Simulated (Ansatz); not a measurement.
# F: the cost of one run

The runs shown are made with Ansatz 0.2.0. PAW datasets, plane waves. Calculated at 0 K for a non-magnetic cell.

### Step 1. Starting point

The cell was relaxed beforehand with r2SCAN+rVV10.

The symmetry is C2/m (No. 12, monoclinic); conventional cell a = 5.199 Å, b = 2.984 Å, c = 7.096 Å, β = 107.1°, 13.15 Å³ an atom. Around F lie 1 F at 1.40 Å.

As a file:

```
CELL_PARAMETERS angstrom
2.59935 -1.49208 -0.00470
2.59935 1.49208 -0.00470
-2.07349 0.00000 6.78589
ATOMIC_POSITIONS crystal
F 0.50552 0.50552 0.40266
F 0.08497 0.08497 0.09704
F 0.49448 0.49448 0.59734
F 0.91503 0.91503 0.90296
```

### Step 2. Band structure with PBE

Contents of input.yaml:

```yaml
crystal:
  lattice:
    - [2.5993453343, -1.4920843443, -0.0047001905]
    - [2.5993453343, 1.4920843443, -0.0047001905]
    - [-2.0734874216, 0.0, 6.7858936332]
  atoms:
    - { symbol: F, position: [0.5055235754, 0.5055235754, 0.4026590873] }
    - { symbol: F, position: [0.0849737859, 0.0849737859, 0.0970422311] }
    - { symbol: F, position: [0.4944764246, 0.4944764246, 0.5973409127] }
    - { symbol: F, position: [0.9150262141, 0.9150262141, 0.9029577689] }
kpoints:
  mp_grid: { grid: [10, 10, 4] }
  band_path:
    path:
      - [[0.0, 0.0, 0.0], [-0.3401663309473, 0.3401663309473, 4.272648472418e-17]]
      - [[-0.6598336690527, -0.3401663309473, -1.147750696503e-16], [-0.5, -0.5, -1.147750696503e-16], [0.0, 0.0, 0.0], [-0.5, -0.5, 0.5], [-0.6792524783641, -0.3207475216359, 0.5]]
      - [[-0.3207475216359, 0.3207475216359, 0.5], [-2.316946989563e-20, 1.331648199491e-20, 0.5], [0.0, 0.0, 0.0]]
      - [[-0.5, -2.080884236586e-17, 0.5], [0.0, 0.0, 0.0], [-0.5, -6.702567745333e-17, -5.738753482515e-17]]
    npoints: 10
hamiltonian:
  xc: pbe
scf:
  occupations: { method: fermi_dirac, width: 0.02 }
  n_extra_bands: 5
output:
  forces: true
  stress: true
  eigenvalues: true
```

Command:

```
ansatz run input.yaml --threads 2 --pin off --max-ram 2211MiB --backend cpu --events-out ev --progress --plain --runs-dir out
```

What time and memory should one allow on 2 threads of Arm Neoverse V1, shared host?

About 4.1 s, with a peak of 0.35 GiB.
